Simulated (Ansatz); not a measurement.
# Residual resistivity of an alloy: Nb(100) with 4 layers of random Nb-Ti, 2x2

Wanted: resistance against the alloy's length, first Nb(100) with 4 layers of random Nb-Ti, 2x2.

Main program and level: Ansatz 0.2.0; Ansatz plane-wave DFT, PBE, PAW files; ballistic transport by layer matching (Landauer), zero bias; PAW set soft_1.

## 1. The structure

The cell holds 56 atoms: 52 Nb and 4 Ti. Its edges and angles: a = 6.613 Å, b = 6.613 Å, c = 23.144 Å, α = 90.0°, β = 90.0°, γ = 90.0°. It derives from Nb. Regions: lead, 40 atoms (40 Nb); scattering region, 16 atoms (4 Ti and 12 Nb). The structure is stacked along c, and the current runs across the ab planes.

## 2. With 4 alloy layers

In 4 layers a share of 0.25 of the sites is given to Ti at random. The layers about the cell's end stay perfect and serve as the lead. Disorder leaves little or no symmetry, which makes such runs dear. Energies from -0.05 to 0.05 eV in steps of 0.05 eV are too few for the program's thermal sum, so it prints no conductance; for a metal the transmission near the Fermi level serves, at a fraction of the cost.

File input.yaml:

```yaml
crystal:
  lattice:
    - [6.6126, 0.0, 0.0]
    - [0.0, 6.6126, 0.0]
    - [0.0, 0.0, 23.1441]
  atoms:
    - { symbol: Nb, position: [0.0, 0.0, 0.0357142857] }
    - { symbol: Nb, position: [0.0, 0.5, 0.0357142857] }
    - { symbol: Nb, position: [0.5, 0.0, 0.0357142857] }
    - { symbol: Nb, position: [0.5, 0.5, 0.0357142857] }
    - { symbol: Nb, position: [0.25, 0.25, 0.1071428571] }
    - { symbol: Nb, position: [0.25, 0.75, 0.1071428571] }
    - { symbol: Nb, position: [0.75, 0.25, 0.1071428571] }
    - { symbol: Nb, position: [0.75, 0.75, 0.1071428571] }
    - { symbol: Nb, position: [0.0, 0.0, 0.1785714286] }
    - { symbol: Nb, position: [0.0, 0.5, 0.1785714286] }
    - { symbol: Nb, position: [0.5, 0.0, 0.1785714286] }
    - { symbol: Nb, position: [0.5, 0.5, 0.1785714286] }
    - { symbol: Nb, position: [0.25, 0.25, 0.25] }
    - { symbol: Nb, position: [0.25, 0.75, 0.25] }
    - { symbol: Nb, position: [0.75, 0.25, 0.25] }
    - { symbol: Nb, position: [0.75, 0.75, 0.25] }
    - { symbol: Nb, position: [0.0, 0.0, 0.3214285714] }
    - { symbol: Nb, position: [0.0, 0.5, 0.3214285714] }
    - { symbol: Nb, position: [0.5, 0.0, 0.3214285714] }
    - { symbol: Nb, position: [0.5, 0.5, 0.3214285714] }
    - { symbol: Ti, position: [0.25, 0.25, 0.3928571429] }
    - { symbol: Nb, position: [0.25, 0.75, 0.3928571429] }
    - { symbol: Nb, position: [0.75, 0.25, 0.3928571429] }
    - { symbol: Nb, position: [0.75, 0.75, 0.3928571429] }
    - { symbol: Nb, position: [0.0, 0.0, 0.4642857143] }
    - { symbol: Nb, position: [0.0, 0.5, 0.4642857143] }
    - { symbol: Ti, position: [0.5, 0.0, 0.4642857143] }
    - { symbol: Nb, position: [0.5, 0.5, 0.4642857143] }
    - { symbol: Nb, position: [0.25, 0.25, 0.5357142857] }
    - { symbol: Nb, position: [0.25, 0.75, 0.5357142857] }
    - { symbol: Nb, position: [0.75, 0.25, 0.5357142857] }
    - { symbol: Nb, position: [0.75, 0.75, 0.5357142857] }
    - { symbol: Ti, position: [0.0, 0.0, 0.6071428571] }
    - { symbol: Nb, position: [0.0, 0.5, 0.6071428571] }
    - { symbol: Nb, position: [0.5, 0.0, 0.6071428571] }
    - { symbol: Ti, position: [0.5, 0.5, 0.6071428571] }
    - { symbol: Nb, position: [0.25, 0.25, 0.6785714286] }
    - { symbol: Nb, position: [0.25, 0.75, 0.6785714286] }
    - { symbol: Nb, position: [0.75, 0.25, 0.6785714286] }
    - { symbol: Nb, position: [0.75, 0.75, 0.6785714286] }
    - { symbol: Nb, position: [0.0, 0.0, 0.75] }
    - { symbol: Nb, position: [0.0, 0.5, 0.75] }
    - { symbol: Nb, position: [0.5, 0.0, 0.75] }
    - { symbol: Nb, position: [0.5, 0.5, 0.75] }
    - { symbol: Nb, position: [0.25, 0.25, 0.8214285714] }
    - { symbol: Nb, position: [0.25, 0.75, 0.8214285714] }
    - { symbol: Nb, position: [0.75, 0.25, 0.8214285714] }
    - { symbol: Nb, position: [0.75, 0.75, 0.8214285714] }
    - { symbol: Nb, position: [0.0, 0.0, 0.8928571429] }
    - { symbol: Nb, position: [0.0, 0.5, 0.8928571429] }
    - { symbol: Nb, position: [0.5, 0.0, 0.8928571429] }
    - { symbol: Nb, position: [0.5, 0.5, 0.8928571429] }
    - { symbol: Nb, position: [0.25, 0.25, 0.9642857143] }
    - { symbol: Nb, position: [0.25, 0.75, 0.9642857143] }
    - { symbol: Nb, position: [0.75, 0.25, 0.9642857143] }
    - { symbol: Nb, position: [0.75, 0.75, 0.9642857143] }
kpoints:
  mp_grid: { grid: [4, 4, 1] }
hamiltonian:
  xc: pbe
  pseudopotentials: { kind: paw, azcp: { folder: soft_1 } }
scf:
  occupations: { method: fermi_dirac, width: 0.1 }
output:
  transmission: { leads: [[0, 4]], kmesh: [8, 8], e_range: [-0.05, 0.05], de: 0.05 }
  write_potential: true
  write_density: true
  volumetric_format: npy
```

Launch:

```console
ansatz run input.yaml --threads 4 --pin off --max-ram 15360MiB --backend cpu --events-out ev --progress --plain --runs-dir out
```

Numbers of over 12 decimals in the logs are rounded to 6 here.

What it wrote:

```text
Engine: ansatz 0.2.0, x86_64-unknown-linux-gnu
Pseudopotentials: kind: paw
Pseudopotential: Nb, paw, valence charge 13, recommended cutoff 420 eV (normal), soft_1/Nb.paw.azcp
Pseudopotential: Ti, paw, valence charge 12, recommended cutoff 420 eV (normal), soft_1/Ti.paw.azcp
Functional definition: PBE
  parameter kappa = 0.804
  parameter beta = 0.066725
  exchange = pbe_x(kappa = kappa, mu = beta*pi^2/3)
  correlation = pbe_c(beta = beta)
Crystal: 56 atoms, lattice volume = 1012.010 Å³
Basis set: ecut = 420 eV, 19757 PW (Γ)
Bands: 435, of which v1, the nominal top of the filled ones, is band 362 counted from 1 (361 counted from 0)
Symmetry: 2 space group operations
Space group: Cm (ITA 8), of the structure as read, at distance tolerance 1.0e-4 Å
k-points: 7 of 16 (time reversal used)
Non-local potential: Nb, projectors of the file, l = 0: 3, l = 1: 2, l = 2: 2, l = 3: 1
Non-local potential: Ti, projectors of the file, l = 0: 3, l = 1: 2, l = 2: 3, l = 3: 1
PAW form: soft (Blöchl's): semilocal exchange-correlation on the pseudo side does not see the compensation charge
PAW one-centre angular grid: Nb, 590 points (default); XC on 64 Gauss nodes
PAW one-centre angular grid: Ti, 590 points (default); XC on 64 Gauss nodes
Initial density: superposition of atomic densities (chi_scale 0.1, normalization cell, long waves kept (reshape's long-wave potential 0.32 eV rms))
Initial wavefunctions: pseudopotential atomic-orbital guess
Functional: x = pbe(κ = 0.804, μ = 0.219515), c = pbe(β = 0.066725)
SCF iter   1: F=—  HF=-246758.564809 eV  |F-HF|=—  |Δ(HF+E_count)|=         —  Δρ=1.05e-1  dr2=1.58e3  ethr=3.10e-3  ⟨swp⟩=6.4  Hψ=10905  notcnv=0  defer=6
preconditioner: auto → Kerker (q_TF=auto, 2.580 Å⁻¹)  [metal: Δε(μ)=0.001 eV  Ē_g=3.545 eV  σ=0.100 eV  W_gap=0.00  n_scr=294 (ndim 8)  ℏωp=19.4 eV  f_vac=0.000  D(μ)=74.35/eV (n_scr^D=822)]
SCF iter   2: F=—  HF=-246730.300532 eV  |F-HF|=—  |Δ(HF+E_count)|=    2.83e1  Δρ=5.76e-2  dr2=3.70e2  ethr=3.10e-3  ⟨swp⟩=3.7  Hψ=6504  notcnv=0  defer=2
SCF iter   3: F=—  HF=-246720.305904 eV  |F-HF|=—  |Δ(HF+E_count)|=    9.99e0  Δρ=1.29e-2  dr2=4.15e1  ethr=3.10e-3  ⟨swp⟩=4.6  Hψ=10039  notcnv=0  defer=1
SCF iter   4: F=—  HF=-246720.158437 eV  |F-HF|=—  |Δ(HF+E_count)|=   1.47e-1  Δρ=5.16e-3  dr2=5.99e0  ethr=3.10e-3  ⟨swp⟩=1.0  Hψ=3044  notcnv=0  defer=1
SCF iter   5: F=—  HF=-246720.128664 eV  |F-HF|=—  |Δ(HF+E_count)|=   2.98e-2  Δρ=2.97e-3  dr2=2.87e0  ethr=8.28e-4  ⟨swp⟩=2.9  Hψ=4200  notcnv=0  defer=1
SCF iter   6: F=—  HF=-246720.106790 eV  |F-HF|=—  |Δ(HF+E_count)|=   2.19e-2  Δρ=1.17e-3  dr2=5.20e-1  ethr=3.96e-4  ⟨swp⟩=1.1  Hψ=3244  notcnv=0  defer=1
SCF iter   7: F=—  HF=-246720.102320 eV  |F-HF|=—  |Δ(HF+E_count)|=   4.47e-3  Δρ=1.71e-4  dr2=1.33e-2  ethr=7.18e-5  ⟨swp⟩=1.0  Hψ=3044  notcnv=0  defer=1
SCF iter   8: F=—  HF=-246720.102281 eV  |F-HF|=—  |Δ(HF+E_count)|=   3.93e-5  Δρ=2.12e-5  dr2=5.20e-5  ethr=1.84e-6  ⟨swp⟩=1.3  Hψ=3113  notcnv=0
SCF iter   9: F=—  HF=-246720.101581 eV  |F-HF|=—  |Δ(HF+E_count)|=   7.00e-4  Δρ=3.92e-6  dr2=5.65e-7  ethr=7.18e-9  ⟨swp⟩=2.0  Hψ=3773  notcnv=0
SCF iter  10: F=-246720.101581 eV  HF=-246720.101581 eV  |F-HF|=3.73e-9  |Δ(HF+E_count)|=   4.47e-8  Δρ=7.49e-7  dr2=6.92e-9  ethr=1.38e-11  ⟨swp⟩=9.0  Hψ=8690  notcnv=0
SCF 1 converged in 10 iterations: F = -246720.101581 eV  dr2 = 6.92e-9
  greatest PAW one-centre occupation: 0.999 electrons in one spin orbital (limit 2), on the Ti atom at site 20 (counted from 0), in its partial waves of l = 0
transmission: 90 of 882 steps passed
transmission: 180 of 882 steps passed
[...]
transmission: 882 of 882 steps passed
SCF converged after 10 iterations
Free energy (F): -246720.101581 eV
Harris-Foulkes:  -246720.101581 eV  (|F-HF|=3.73e-9)
Internal energy: -246717.261006 eV  (E = F + TS)
E sigma→0 (E₀):  -246718.681293 eV
Entropy (-TS):   -2.840575 eV (-50.725 meV/atom)
Fermi energy:    17.356479 eV
--- Per-component energies (eV) ---
  E_band       = -4218.045485
  E_kinetic    = 20534.796436
  E_local      = -37386.485079  (includes V_loc(G=0)·N_el)
  E_nonlocal   = 5181.247396
  E_hartree    = 12647.195526
  E_xc         = -9085.610196
  E_vxc        = -11020.054825  (∫ρ·V_xc dr)
  E_paw        = -164444.118557  (= ΣΔE_a)
  E_vpaw       = -6821.947517  (= ΣTr[D̂ρ^β])
  E_aug_tail   = 0.001644  (compensation charges beyond the density's cutoff)
  E_ewald      = -74164.288177
  E_smearing   = -2.840575  (= −TS)
  E_closure    = 0.000000  (closes the sum)
  Σ components = -246720.101581   (vs F -246720.101581, Δ=0.00e0)
--- Band table (eV; the first three rows and the last of 7) ---
  k-point 0: bands = [... 358 lower, 17.6918, 17.6985, 17.6995, 17.7565, 17.7772, 17.7884, 17.8706, 17.8799, ... 69 higher]
  k-point 1: bands = [... 358 lower, 17.5690, 17.5859, 17.5980, 17.6142, 17.6252, 17.6540, 17.6937, 17.7490, ... 69 higher]
  k-point 2: bands = [... 358 lower, 17.2829, 17.2898, 17.3035, 17.3056, 17.3202, 17.3497, 17.3757, 17.4008, ... 69 higher]
  k-point 6: bands = [... 358 lower, 16.7363, 16.7651, 16.7782, 16.7962, 16.8181, 16.8760, 16.8914, 16.8918, ... 69 higher]
--- Transmission ---
  basis      : 385 plane waves across, 42 finite elements along
  points     : 21, standing for a mesh of 8 x 8
  energies   : 3 from -0.050000 to 0.050000 eV about the Fermi level, 0.050000 eV apart; the leads are filled to 0.000000 eV, and channels, transmission and decay are at 0.000000 eV
  crystal 0  : Nb4, at the sites [0, 4], period 1.6531 Å, over 16.53 Å; its Hamiltonian steps by up to 2.5 meV
    offset         : up to 0.0000 Å between an atom of the period and one for which it stands
    channels       : 1.060938e1 a spin
    conductance    : none, the energies end too early or step too widely for 300 K: set another output.transmission.e_range or a lower de, or, where they end at an eighth of basis.ecutwfc, a higher one
  junction   : crystal 0 to crystal 0, 0.70 to 22.19 Å
    transmission   : 7.931985e0 a spin
    conductance    : none, the energies end too early or step too widely for 300 K: set another output.transmission.e_range or a lower de, or, where they end at an eighth of basis.ecutwfc, a higher one
```

Run time: 12 min. Hardware: 4 threads of Intel Xeon Platinum 8175M at 2.50GHz (Skylake/Cascade Lake), shared host; peak memory 8 GiB; 40 min of CPU time.

Numbers from this step:

- free energy: -246720.1016 eV
- energy at zero smearing: -246718.6813 eV
- Fermi energy: 17.36 eV
- cell area: 43.73 Å²
- transmission per spin nearest the Fermi level: 7.932
- open channels per spin nearest the Fermi level: 10.61
- step of the lead's potential: 2.5 meV

Per spin. Table of transmission, zone mean by energy, zero at the Fermi level:

| energy (eV) | transmission, zone mean |
| --- | --- |
| -0.0500 | 8.41 |
| 0.0000 | 7.93 |
| 0.0500 | 7.87 |

Per spin. The open channels, zone mean, lead by energy, zero at the Fermi level:

| energy (eV) | open channels, zone mean, lead |
| --- | --- |
| -0.0500 | 11.4 |
| 0.0000 | 10.6 |
| 0.0500 | 10.2 |

Transmission over k1 and k2. At 0.0000 eV from the Fermi level.

Ten even steps from '_' (2.9) to '@' (11.0):
```
__====##@@##--==
--==++##@@##++--
++####%%%%%%####
**@@@@%%%%%%@@@@
++####%%%%%%####
----++##@@##++==
__==--##@@##====
____--++**++--__
```
Columns: k1 (b1) from -0.5 to 0.375; rows upwards: k2 (b2) from -0.5 to 0.375.

Open channels over k1 and k2. At 0.0000 eV from the Fermi level.

Ten even steps from '0' (4.0) to '9' (14.0):
```
05589855
65689865
68877788
99977799
68877788
65689865
05589855
00669660
```
Columns: k1 (b1) from -0.5 to 0.375; rows upwards: k2 (b2) from -0.5 to 0.375.

Over the solved energies the transmission per spin lies between 7.87 and 8.41, out of 10.7 channels of the lead on average (up to 11.4).

## 3. With 8 alloy layers

In 8 layers a share of 0.25 of the sites is given to Ti at random. A fresh draw is used; the growth of the resistance with length is what counts.

System of this step: Nb(100) with 8 layers of random Nb-Ti, 2x2. The cell holds 72 atoms: 64 Nb and 8 Ti. Cell: a = 6.613 Å, b = 6.613 Å, c = 29.757 Å, α = 90.0°, β = 90.0°, γ = 90.0°. It derives from Nb. Regions: lead, 40 atoms (40 Nb); scattering region, 32 atoms (24 Nb and 8 Ti). The structure is stacked along c, and the current runs across the ab planes.

File input.yaml:

```yaml
crystal:
  lattice:
    - [6.6126, 0.0, 0.0]
    - [0.0, 6.6126, 0.0]
    - [0.0, 0.0, 29.7567]
  atoms:
    - { symbol: Nb, position: [0.0, 0.0, 0.0277777778] }
    - { symbol: Nb, position: [0.0, 0.5, 0.0277777778] }
    - { symbol: Nb, position: [0.5, 0.0, 0.0277777778] }
    - { symbol: Nb, position: [0.5, 0.5, 0.0277777778] }
    - { symbol: Nb, position: [0.25, 0.25, 0.0833333333] }
    - { symbol: Nb, position: [0.25, 0.75, 0.0833333333] }
    - { symbol: Nb, position: [0.75, 0.25, 0.0833333333] }
    - { symbol: Nb, position: [0.75, 0.75, 0.0833333333] }
    - { symbol: Nb, position: [0.0, 0.0, 0.1388888889] }
    - { symbol: Nb, position: [0.0, 0.5, 0.1388888889] }
    - { symbol: Nb, position: [0.5, 0.0, 0.1388888889] }
    - { symbol: Nb, position: [0.5, 0.5, 0.1388888889] }
    - { symbol: Nb, position: [0.25, 0.25, 0.1944444444] }
    - { symbol: Nb, position: [0.25, 0.75, 0.1944444444] }
    - { symbol: Nb, position: [0.75, 0.25, 0.1944444444] }
    - { symbol: Nb, position: [0.75, 0.75, 0.1944444444] }
    - { symbol: Nb, position: [0.0, 0.0, 0.25] }
    - { symbol: Nb, position: [0.0, 0.5, 0.25] }
    - { symbol: Nb, position: [0.5, 0.0, 0.25] }
    - { symbol: Nb, position: [0.5, 0.5, 0.25] }
    - { symbol: Nb, position: [0.25, 0.25, 0.3055555556] }
    - { symbol: Nb, position: [0.25, 0.75, 0.3055555556] }
    - { symbol: Nb, position: [0.75, 0.25, 0.3055555556] }
    - { symbol: Nb, position: [0.75, 0.75, 0.3055555556] }
    - { symbol: Nb, position: [0.0, 0.0, 0.3611111111] }
    - { symbol: Nb, position: [0.0, 0.5, 0.3611111111] }
    - { symbol: Nb, position: [0.5, 0.0, 0.3611111111] }
    - { symbol: Nb, position: [0.5, 0.5, 0.3611111111] }
    - { symbol: Nb, position: [0.25, 0.25, 0.4166666667] }
    - { symbol: Ti, position: [0.25, 0.75, 0.4166666667] }
    - { symbol: Nb, position: [0.75, 0.25, 0.4166666667] }
    - { symbol: Nb, position: [0.75, 0.75, 0.4166666667] }
    - { symbol: Ti, position: [0.0, 0.0, 0.4722222222] }
    - { symbol: Nb, position: [0.0, 0.5, 0.4722222222] }
    - { symbol: Nb, position: [0.5, 0.0, 0.4722222222] }
    - { symbol: Ti, position: [0.5, 0.5, 0.4722222222] }
    - { symbol: Ti, position: [0.25, 0.25, 0.5277777778] }
    - { symbol: Nb, position: [0.25, 0.75, 0.5277777778] }
    - { symbol: Nb, position: [0.75, 0.25, 0.5277777778] }
    - { symbol: Nb, position: [0.75, 0.75, 0.5277777778] }
    - { symbol: Nb, position: [0.0, 0.0, 0.5833333333] }
    - { symbol: Nb, position: [0.0, 0.5, 0.5833333333] }
    - { symbol: Nb, position: [0.5, 0.0, 0.5833333333] }
    - { symbol: Nb, position: [0.5, 0.5, 0.5833333333] }
    - { symbol: Nb, position: [0.25, 0.25, 0.6388888889] }
    - { symbol: Ti, position: [0.25, 0.75, 0.6388888889] }
    - { symbol: Nb, position: [0.75, 0.25, 0.6388888889] }
    - { symbol: Nb, position: [0.75, 0.75, 0.6388888889] }
    - { symbol: Ti, position: [0.0, 0.0, 0.6944444444] }
    - { symbol: Nb, position: [0.0, 0.5, 0.6944444444] }
    - { symbol: Ti, position: [0.5, 0.0, 0.6944444444] }
    - { symbol: Ti, position: [0.5, 0.5, 0.6944444444] }
    - { symbol: Nb, position: [0.25, 0.25, 0.75] }
    - { symbol: Nb, position: [0.25, 0.75, 0.75] }
    - { symbol: Nb, position: [0.75, 0.25, 0.75] }
    - { symbol: Nb, position: [0.75, 0.75, 0.75] }
    - { symbol: Nb, position: [0.0, 0.0, 0.8055555556] }
    - { symbol: Nb, position: [0.0, 0.5, 0.8055555556] }
    - { symbol: Nb, position: [0.5, 0.0, 0.8055555556] }
    - { symbol: Nb, position: [0.5, 0.5, 0.8055555556] }
    - { symbol: Nb, position: [0.25, 0.25, 0.8611111111] }
    - { symbol: Nb, position: [0.25, 0.75, 0.8611111111] }
    - { symbol: Nb, position: [0.75, 0.25, 0.8611111111] }
    - { symbol: Nb, position: [0.75, 0.75, 0.8611111111] }
    - { symbol: Nb, position: [0.0, 0.0, 0.9166666667] }
    - { symbol: Nb, position: [0.0, 0.5, 0.9166666667] }
    - { symbol: Nb, position: [0.5, 0.0, 0.9166666667] }
    - { symbol: Nb, position: [0.5, 0.5, 0.9166666667] }
    - { symbol: Nb, position: [0.25, 0.25, 0.9722222222] }
    - { symbol: Nb, position: [0.25, 0.75, 0.9722222222] }
    - { symbol: Nb, position: [0.75, 0.25, 0.9722222222] }
    - { symbol: Nb, position: [0.75, 0.75, 0.9722222222] }
kpoints:
  mp_grid: { grid: [4, 4, 1] }
hamiltonian:
  xc: pbe
  pseudopotentials: { kind: paw, azcp: { folder: soft_1 } }
scf:
  occupations: { method: fermi_dirac, width: 0.1 }
output:
  transmission: { leads: [[0, 4]], kmesh: [8, 8], e_range: [-0.05, 0.05], de: 0.05 }
  write_potential: true
  write_density: true
  volumetric_format: npy
```

What it wrote:

```text
[...]
Crystal: 72 atoms, lattice volume = 1301.156 Å³
Basis set: ecut = 420 eV, 25467 PW (Γ)
Bands: 557, of which v1, the nominal top of the filled ones, is band 464 counted from 1 (463 counted from 0)
Symmetry: 1 space group operations
[...]
k-points: 10 of 16 (time reversal used)
[...]
SCF iter   1: F=—  HF=-311433.788776 eV  |F-HF|=—  |Δ(HF+E_count)|=         —  Δρ=1.32e-1  dr2=1.04e4  ethr=3.10e-3  ⟨swp⟩=6.7  Hψ=20731  notcnv=0
[...]
SCF iter  12: F=-311346.571721 eV  HF=-311346.571721 eV  |F-HF|=9.31e-10  |Δ(HF+E_count)|=  2.33e-10  Δρ=1.35e-7  dr2=9.90e-10  ethr=3.04e-12  ⟨swp⟩=1.0  Hψ=12328  notcnv=0
SCF 1 converged in 12 iterations: F = -311346.571721 eV  dr2 = 9.90e-10
[...]
transmission: 192 of 1870 steps passed
transmission: 375 of 1870 steps passed
[...]
transmission: 1870 of 1870 steps passed
SCF converged after 12 iterations
Free energy (F): -311346.571721 eV
[...]
Internal energy: -311342.819024 eV  (E = F + TS)
E sigma→0 (E₀):  -311344.695372 eV
Entropy (-TS):   -3.752697 eV (-52.121 meV/atom)
Fermi energy:    17.151538 eV
[...]
--- Band table (eV; the first three rows and the last of 10) ---
  k-point 0: bands = [... 460 lower, 17.6498, 17.6646, 17.6794, 17.7388, 17.7413, 17.7445, 17.7521, 17.7634, ... 89 higher]
  k-point 1: bands = [... 460 lower, 17.3679, 17.3838, 17.4233, 17.4291, 17.4489, 17.4737, 17.4804, 17.4984, ... 89 higher]
  k-point 2: bands = [... 460 lower, 17.0942, 17.0962, 17.0969, 17.1067, 17.1092, 17.1232, 17.1314, 17.1349, ... 89 higher]
  k-point 9: bands = [... 460 lower, 16.5593, 16.5698, 16.5912, 16.6095, 16.6234, 16.6251, 16.6537, 16.6799, ... 89 higher]
--- Transmission ---
  basis      : 385 plane waves across, 55 finite elements along
  points     : 34, standing for a mesh of 8 x 8
[...]
channels       : 1.060938e1 a spin
[...]
junction   : crystal 0 to crystal 0, 2.35 to 30.45 Å
    transmission   : 6.453801e0 a spin
[...]
```

It took 25 min on 4 threads; peak memory 8.5 GiB; 88 min of CPU time.

This step gave:

- free energy: -311346.5717 eV
- energy at zero smearing: -311344.6954 eV
- Fermi energy: 17.15 eV
- transmission per spin nearest the Fermi level: 6.454
- step of the lead's potential: 2.7 meV

Per spin. Transmission, zone mean against energy, zero at the Fermi level:

| energy (eV) | transmission, zone mean |
| --- | --- |
| -0.0500 | 6.75 |
| 0.0000 | 6.45 |
| 0.0500 | 6.42 |

Over the solved energies the transmission per spin lies between 6.42 and 6.75, out of 10.7 channels of the lead on average (up to 11.4).

(Part 1 of 2 ends here.)

[Logs are printed without paths, hosts, clocks, repeated set-up lines and the standing remarks that a program may print on its own settings, such as how far it seeks lower states.]

[Hosts, paths, dates, database ids (printed as entryN), source tags and the programs' standing remarks are cut or masked in the printed files.]
